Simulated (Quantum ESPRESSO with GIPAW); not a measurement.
# Assigning the 17O lines of Al2O3

The values are calculated: DFT, PBEsol, plane-wave PAW (pslibrary 1.0.0 recipes), scalar-relativistic, GIPAW shieldings (Quantum ESPRESSO with GIPAW, a patched development version). Shieldings are without the macroscopic shape term, which is common to all sites.

```cif
data_structure
_symmetry_space_group_name_H-M 'P 1'
_symmetry_Int_Tables_number 1
_cell_length_a 4.6138
_cell_length_b 9.5633
_cell_length_c 3.1199
_cell_angle_alpha 90.000
_cell_angle_beta 90.000
_cell_angle_gamma 90.000
_cell_volume 137.66
loop_
_atom_site_label
_atom_site_type_symbol
_atom_site_fract_x
_atom_site_fract_y
_atom_site_fract_z
_atom_site_occupancy
Al1 Al 0.07063 0.82803 0.00000 1
Al2 Al 0.92937 0.17197 0.00000 1
Al3 Al 0.57063 0.67197 0.50000 1
Al4 Al 0.42937 0.32803 0.50000 1
O5 O 0.50000 0.50000 0.50000 1
O6 O 0.24071 0.77373 0.50000 1
O7 O 0.25929 0.27373 0.00000 1
O8 O 0.74071 0.72627 0.00000 1
O9 O 0.00000 0.00000 0.00000 1
O10 O 0.75929 0.22627 0.50000 1
```

The cell is a computed entry of the Materials Project; it need not be the form that is stable at ambient conditions. The coordinates shown are those after relaxation (atoms relaxed).

The O sites:

| site | atom no. | atoms in cell | site symmetry | surroundings | bonds (Å) |
| --- | --- | --- | --- | --- | --- |
| O(1) | 5 | 2 | 2/m | bridging Al-O-Al, 180° | 1.677 |
| O(2) | 6 | 4 | m | tricluster; 3 neighbours | 1.81 to 1.82 |

The lines to be assigned:

```csv
line,σ_iso (ppm),relative area,span (ppm),skew
A,215.3,1,83.6,0.11
B,210.2,2,54.2,-0.35
```

Q: Assign the lines to the sites.

The calculated assignment is A is O(1) (bridging Al-O-Al, 180°); B is O(2) (tricluster; 3 neighbours). The areas settle A and B, whose multiplicities are unique. The kinds of oxygen differ: bridging Al-O-Al (O(1)) has σ near 215 ppm; tricluster (O(2)) has σ near 210 ppm.

[Banner, clock, file and message-heading lines were taken out of the pw.x and gipaw.x logs.]

[Logs are printed without paths, hosts, clocks, repeated set-up lines and the standing remarks that a program may print on its own settings, such as how far it seeks lower states.]

[Hosts, paths, dates, database ids (printed as entryN), source tags and the programs' standing remarks are cut or masked in the printed files.]
